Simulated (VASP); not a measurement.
# PbS3 (Pm-3m) in VASP: density of states with PBEsol

Aim: the density of states of PbS3 with PBEsol.

Program: VASP 6.6.1. These are calculated values, not measurements. Logs are shortened: lines on timing, memory, paths and dates and some standing lists are left out, and cuts for length are marked.

## 1. Starting point

Symmetry: Pm-3m, No. 221, cubic system. Conventional cell: a = 4.365 Å, b = 4.365 Å, c = 4.365 Å, α = 90.00°, β = 90.00°, γ = 90.00°. S (site symmetry 4/mmm) has 8 S at 3.09 Å and 4 Pb at 3.09 Å as nearest neighbours. Pb (site symmetry m-3m) is surrounded by 12 S at 3.09 Å.

The cell was built by a generator and needn't be a form met in nature.

## 2. Density of states, PBEsol

POSCAR

```
PbS3
1.0
    4.3645120000      0.0000000000      0.0000000000
    0.0000000000      4.3645120000      0.0000000000
    0.0000000000      0.0000000000      4.3645120000
S Pb
3 1
Direct
    0.0000000000      0.5000000000      0.5000000000
    0.5000000000      0.0000000000      0.5000000000
    0.5000000000      0.5000000000      0.0000000000
    0.0000000000      0.0000000000      0.0000000000
```

INCAR.step1

```
PREC     = Accurate       # precision mode
ENCUT    = 520            # plane-wave cutoff, eV
EDIFF    = 1E-7           # SCF threshold, eV
ISMEAR   = -1             # smearing method
SIGMA    = 0.1            # smearing width, eV
LREAL    = F              # projectors in reciprocal space
LASPH    = T              # aspherical terms in the spheres
NELM     = 60             # most SCF steps
ALGO     = Fast           # electronic algorithm
ISIF     = 2              # what is computed and relaxed
LWAVE    = F              # write WAVECAR
LCHARG   = T              # write CHGCAR
GGA      = PS             # functional
NBANDS   = 24             # bands
```

KPOINTS.step1

```
Automatic mesh
0
Gamma
  8 8 8
```

INCAR.step2

```
PREC     = Accurate       # precision mode
ENCUT    = 520            # plane-wave cutoff, eV
EDIFF    = 1E-7           # SCF threshold, eV
ISMEAR   = -5             # smearing method
SIGMA    = 0.1            # smearing width, eV
LREAL    = F              # projectors in reciprocal space
LASPH    = T              # aspherical terms in the spheres
NELM     = 60             # most SCF steps
ALGO     = Fast           # electronic algorithm
ISIF     = 2              # what is computed and relaxed
LWAVE    = F              # write WAVECAR
LCHARG   = F              # write CHGCAR
GGA      = PS             # functional
LORBIT   = 11             # projections on sites
NEDOS    = 2001           # points of the DOS
ICHARG   = 11             # starting density
```

KPOINTS.step2

```
Automatic mesh
0
Gamma
  12 12 12
```

Potentials or basis: VASP PAW PBE potentials, release 64 (S, Pb_d).

Run with:

```
$ cat potpaw_PBE.64/S/POTCAR potpaw_PBE.64/Pb_d/POTCAR > POTCAR
$ cp INCAR.step1 INCAR
$ cp KPOINTS.step1 KPOINTS
$ mpirun -np 1 vasp_std > vasp.out
$ cp INCAR.step2 INCAR
$ cp KPOINTS.step2 KPOINTS
$ mpirun -np 1 vasp_std > vasp.out
```

OUTCAR:

```text
PREC = Accurate
   ENCUT = 520
   EDIFF = 1E-7
   ISMEAR = -5
   LREAL = F
   LASPH = T
   NELM = 60
   ISIF = 2
   GGA = PS
   LORBIT = 11
   ICHARG = 11

 ion  position               nearest neighbor table
   1  0.000  0.500  0.500-   4 3.09   4 3.09   4 3.09   4 3.09
   2  0.500  0.000  0.500-   4 3.09   4 3.09   4 3.09   4 3.09
   3  0.500  0.500  0.000-   4 3.09   4 3.09   4 3.09   4 3.09
   4  0.000  0.000  0.000-   1 3.09   2 3.09   3 3.09   1 3.09   2 3.09   1 3.09   3 3.09   1 3.09
                             2 3.09   3 3.09   2 3.09   3 3.09

  LATTYP: Found a simple cubic cell.
 ALAT       =     4.3645120000

  Lattice vectors:

 A1 = (   4.3645120000,   0.0000000000,   0.0000000000)
 A2 = (   0.0000000000,   4.3645120000,   0.0000000000)
 A3 = (   0.0000000000,   0.0000000000,   4.3645120000)

Analysis of symmetry for initial positions (statically):
=====================================================================
 Subroutine PRICEL returns:
 Original cell was already a primitive cell.

 Routine SETGRP: Setting up the symmetry group for a
 simple cubic supercell.

 Subroutine GETGRP returns: Found 48 space group operations
 (whereof 48 operations were pure point group operations)
 out of a pool of 48 trial point group operations.

The static configuration has the point symmetry O_h .

Analysis of symmetry for dynamics (positions and initial velocities):
=====================================================================
 Subroutine PRICEL returns:
 Original cell was already a primitive cell.

 Routine SETGRP: Setting up the symmetry group for a
 simple cubic supercell.

 Subroutine GETGRP returns: Found 48 space group operations
 (whereof 48 operations were pure point group operations)
 out of a pool of 48 trial point group operations.

The dynamic configuration has the point symmetry O_h .

 Subroutine INISYM returns: Found 48 space group operations
 (whereof 48 operations are pure point group operations),
 and found     1 'primitive' translations

----------------------------------------------------------------------------------------

                                     Primitive cell

  volume of cell :      83.1394

  direct lattice vectors                    reciprocal lattice vectors
     4.364512000  0.000000000  0.000000000     0.229120690  0.000000000  0.000000000
     0.000000000  4.364512000  0.000000000     0.000000000  0.229120690  0.000000000
     0.000000000  0.000000000  4.364512000     0.000000000  0.000000000  0.229120690

  length of vectors
     4.364512000  4.364512000  4.364512000     0.229120690  0.229120690  0.229120690

  position of ions in fractional coordinates (direct lattice)
     0.000000000  0.500000000  0.500000000
     0.500000000  0.000000000  0.500000000
     0.500000000  0.500000000  0.000000000
     0.000000000  0.000000000  0.000000000

  ion indices of the primitive-cell ions
   primitive index   ion index
                 1           1
                 2           2
                 3           3
                 4           4

----------------------------------------------------------------------------------------

 KPOINTS: Automatic mesh

Automatic generation of k-mesh.
 Grid dimensions read from file:
 generate k-points for:   12   12   12

 Generating k-lattice:

  Cartesian coordinates                     Fractional coordinates (reciprocal lattice)
     0.019093391  0.000000000  0.000000000     0.083333333  0.000000000  0.000000000
     0.000000000  0.019093391  0.000000000     0.000000000  0.083333333  0.000000000
     0.000000000  0.000000000  0.019093391     0.000000000  0.000000000  0.083333333

  Length of vectors
     0.019093391  0.019093391  0.019093391

  Shift w.r.t. Gamma in fractional coordinates (k-lattice)
     0.000000000  0.000000000  0.000000000

 TETIRR: Found    854 inequivalent tetrahedra from    10368

 Subroutine IBZKPT returns following result:
 ===========================================

 Found     84 irreducible k-points:

 Following reciprocal coordinates:
            Coordinates               Weight
  0.000000  0.000000  0.000000      1.000000
  0.083333  0.000000  0.000000      6.000000
  0.166667  0.000000  0.000000      6.000000
  0.250000  0.000000  0.000000      6.000000
  0.333333  0.000000  0.000000      6.000000
  0.416667  0.000000  0.000000      6.000000
[... 16 lines left out ...]
  0.333333  0.333333  0.000000     12.000000
  0.416667  0.333333  0.000000     24.000000
 [... further k-points ...]
   k-points           NKPTS =     84   k-points in BZ     NKDIM =     84   number of bands    NBANDS=     20
   number of dos      NEDOS =   2001   number of ions     NIONS =      4
   total plane-waves  NPLWV =  32768
   dimension x,y,z NGX =    32 NGY =   32 NGZ =   32
   dimension x,y,z NGXF=    64 NGYF=   64 NGZF=   64
   ions per type =               3   1
   NGX,Y,Z   is equivalent  to a cutoff of  12.19, 12.19, 12.19 a.u.
   NGXF,Y,Z  is equivalent  to a cutoff of  24.38, 24.38, 24.38 a.u.
 SYSTEM =  unknown system
   PREC   = accura    normal or accurate (medium, high low for compatibility)
   ISTART =      0    job   : 0-new  1-cont  2-samecut
   ICHARG =     11    charge: 1-file 2-atom 10-const
   ISPIN  =      1    spin polarized calculation?
   LNONCOLLINEAR =      F non collinear calculations
   LSORBIT =      F    spin-orbit coupling
   LASPH  =      T    aspherical Exc in radial PAW
   ENCUT  =  520.0 eV  38.22 Ry    6.18 a.u.   8.12  8.12  8.12*2*pi/ulx,y,z
   NELM   =     60;   NELMIN=  2; NELMDL=  0     # of ELM steps
   EDIFF  = 0.1E-06   stopping-criterion for ELM
   LREAL  =      F    real-space projection
   EDIFFG = 0.1E-05   stopping-criterion for IOM
   NSW    =      0    number of steps for IOM
   IBRION =     -1    ionic relax: 0-MD 1-quasi-New 2-CG
   NFREE  =      0    steps in history (QN), initial steepest desc. (CG)
   ISIF   =      2    stress and relaxation
   ISYM   =      2    0-nonsym 1-usesym 2-fastsym
   POTIM  = 0.5000    time-step for ionic-motion
   TEBEG  =    0.0;   TEEND  =   0.0 temperature during run
   PSTRESS=    0.0 pullay stress
   NELECT =      32.0000    total number of electrons
   NUPDOWN=      -1.0000    fix difference up-down
   EMIN   =  10.00;   EMAX   =-10.00  energy-range for DOS
   EFERMI =   0.00;   METHOD = LEGACY
   ISMEAR =    -5;   SIGMA  =   0.10  broadening in eV -4-tet -1-fermi 0-gaus
   EFERMI_NEDOS =   21; number of points for ismear=-14 and -15
   IALGO  =     68    algorithm
   IMIX   =      4    mixing-type and parameters
     AMIX     =   0.40;   BMIX     =  1.00
     AMIX_MAG =   1.60;   BMIX_MAG =  1.00
  volume/ion in A,a.u.               =      20.78       140.26
  Fermi-wavevector in a.u.,A,eV,Ry     =   1.190847  2.250374 19.294632  1.418115
  Thomas-Fermi vector in A             =   2.326922
   LORBIT       =     11    0 simple, 1 ext, 2 COOP (PROOUT), +10 PAW based schemes
   GGA     = PS    functional components
   LHFCALC =     F    Hartree Fock is set to
   AEXX    =    0.0000 exact exchange contribution
   IVDW    =     0    specifies the selected vdW correction
   LEPSILON=     F    determine dielectric tensor
   LRPA    =     F    only Hartree local field effects (RPA)
 non-spin polarized calculation
 RMM-DIIS sequential band-by-band and
 Fermi weights with tetrahedron method with Bloechl corrections
  energy-cutoff  :      520.00
  volume of cell :       83.14
 maximum number of plane-waves:      2276

 number of electron      31.9999983 magnetization

 Free energy of the ion-electron system (eV)
  ---------------------------------------------------
  ext. energy  EPLUGINS =         0.00000000
  ---------------------------------------------------
  free energy    TOTEN  =       -15.13588457 eV

  energy without entropy =      -15.13588457  energy(sigma->0) =      -15.13588457

 E-fermi :   5.9546     XC(G=0): -10.6007

 val. band max:        5.9867983067   @ k =   0.1667   0.0000   0.0000
 cond. band min:       5.8341076045   @ k =   0.5000   0.5000   0.2500
 fundamental gap:     -0.1526907022
 Fermi energy:         5.9545671286

 k-point     1 :       0.0000    0.0000    0.0000
  band No.  band energies     occupation
      1     -10.4413      2.00000
      2     -10.4413      2.00000
      3     -10.3841      2.00000
      4     -10.3841      2.00000
      5     -10.3841      2.00000
      6      -8.4993      2.00000
[... 12 lines left out ...]
     19      11.7500      0.00000
     20      11.7740      0.00000

 k-point     2 :       0.0833    0.0000    0.0000
  band No.  band energies     occupation
      1     -10.4400      2.00000
      2     -10.4386      2.00000
      3     -10.3855      2.00000
      4     -10.3855      2.00000
      5     -10.3841      2.00000
      6      -8.4573      2.00000
[... 12 lines left out ...]
     19      11.3217      0.00000
     20      11.9166      0.00000

 k-point     3 :       0.1667    0.0000    0.0000
  band No.  band energies     occupation
      1     -10.4364      2.00000
      2     -10.4310      2.00000
      3     -10.3893      2.00000
      4     -10.3893      2.00000
      5     -10.3838      2.00000
      6      -8.3323      2.00000
[... 12 lines left out ...]
     19      10.5833      0.00000
     20      11.3604      0.00000

 k-point     4 :       0.2500    0.0000    0.0000
  band No.  band energies     occupation
      1     -10.4315      2.00000
      2     -10.4210      2.00000
      3     -10.3945      2.00000
      4     -10.3945      2.00000
      5     -10.3835      2.00000
      6      -8.1277      2.00000
[... 429 lines left out ...]
 k-point    23 :       0.3333    0.3333    0.0000
  band No.  band energies     occupation
      1     -10.4436      2.00000
      2     -10.4095      2.00000
      3     -10.3984      2.00000
      4     -10.3980      2.00000
      5     -10.3826      2.00000
      6      -7.2466      2.00000
[... 12 lines left out ...]
     19       8.6779      0.00000
     20       9.2583      0.00000

 k-point    24 :       0.4167    0.3333    0.0000
  band No.  band energies     occupation
      1     -10.4534      2.00000
      2     -10.4068      2.00000
      3     -10.4019      2.00000
      4     -10.3978      2.00000
      5     -10.3748      2.00000
      6      -6.9544      2.00000
[... 12 lines left out ...]
     19       8.2923      0.00000
     20       9.7309      0.00000

 [... further k-points ...]

------------------------ aborting loop because EDIFF is reached ----------------------------------------

  FORCE on cell =-STRESS in cart. coord.  units (eV):
  Direction    XX          YY          ZZ          XY          YZ          ZX
  --------------------------------------------------------------------------------------
  -------------------------------------------------------------------------------------
  Total       -1.7735442     -1.7735442     -1.7735442      0.0000000      0.0000000      0.0000000
  in kB      -34.1779116    -34.1779116    -34.1779116      0.0000000      0.0000000      0.0000000
  external PRESSURE =     -34.1779116 kB  Pullay stress =       0.0000000 kB

 VOLUME and BASIS-vectors are now :
 -----------------------------------------------------------------------------
  energy-cutoff  :      520.00
  volume of cell :       83.14
      direct lattice vectors                 reciprocal lattice vectors
     4.364512000  0.000000000  0.000000000     0.229120690  0.000000000  0.000000000
     0.000000000  4.364512000  0.000000000     0.000000000  0.229120690  0.000000000
     0.000000000  0.000000000  4.364512000     0.000000000  0.000000000  0.229120690

 POSITION                                       TOTAL-FORCE (eV/Angst)
 -----------------------------------------------------------------------------------
      0.00000      2.18226      2.18226         0.000000      0.000000      0.000000
      2.18226      0.00000      2.18226         0.000000      0.000000      0.000000
      2.18226      2.18226      0.00000         0.000000      0.000000      0.000000
      0.00000      0.00000      0.00000         0.000000      0.000000      0.000000
 -----------------------------------------------------------------------------------
    total drift:                                0.000000     -0.000000     -0.000000

  FREE ENERGIE OF THE ION-ELECTRON SYSTEM (eV)
  ---------------------------------------------------
  free  energy   TOTEN  =       -15.1358845669 eV

  energy  without entropy=      -15.1358845669  energy(sigma->0) =      -15.13588457

 total charge

# of ion       s       p       d       tot
------------------------------------------
    1        1.404   2.104   0.000   3.507
    2        1.404   2.104   0.000   3.507
    3        1.404   2.104   0.000   3.507
    4        1.484   0.456   9.855  11.795
--------------------------------------------------
tot          5.695   6.767   9.855  22.318
```

It took 1.8 min on 1 thread of AMD EPYC 7R13 (Zen 3), shared host; peak memory 0.22 GiB.

What came out:

| Property | Result |
| --- | --- |
| Valence electrons inside the program's atomic spheres | S 3.51; Pb 11.79 |

Levels at points of the mesh, in eV from the Fermi level:
```
           k point  band 14  band 15  band 16  band 17  band 18  band 19
(0.00, 0.00, 0.00)    -1.06    -1.06     0.44     0.44     0.44     5.80
(0.50, 0.00, 0.00)    -1.83    -1.64    -0.09     0.33     0.33     1.73
(0.50, 0.50, 0.00)    -1.94    -1.94    -1.77     0.92     0.98     1.62
(0.50, 0.50, 0.50)     0.89     0.89     0.89     1.08     1.08     6.52
```

States per cell in windows of 1 eV (zero at the Fermi level; states under -8 eV left out):
```tsv
from (eV)	total	S1_p	S2_p	S3_p	Pb4_p	Pb4_s	S1_s
-8.0	1.32	0.03	0.03	0.03	0.00	0.68	0.04
-7.0	0.06	0.00	0.00	0.00	0.00	0.03	0.00
-6.0	0.33	0.04	0.04	0.04	0.02	0.00	0.00
-5.0	2.03	0.25	0.25	0.25	0.11	0.02	0.01
-4.0	3.08	0.39	0.39	0.39	0.14	0.08	0.03
-3.0	2.38	0.33	0.33	0.33	0.07	0.10	0.02
-2.0	2.83	0.45	0.45	0.45	0.04	0.09	0.01
-1.0	3.41	0.60	0.60	0.60	0.05	0.09	0.01
0.0	3.86	0.78	0.78	0.78	0.06	0.00	0.00
1.0	0.08	0.01	0.01	0.01	0.01	0.00	0.00
2.0	1.30	0.04	0.04	0.04	0.44	0.01	0.01
3.0	1.05	0.05	0.05	0.05	0.35	0.02	0.01
4.0	1.14	0.07	0.07	0.07	0.38	0.01	0.01
5.0	0.47	0.03	0.03	0.03	0.16	0.00	0.00
6.0	0.03	0.00	0.00	0.00	0.01	0.00	0.00
```

Caveat: the PAW data sets were made with another functional, which shifts forces and pressure a little; tetrahedron occupations give inexact forces and stress in metals. Spin-orbit coupling is left out, which matters for the levels of Pb.
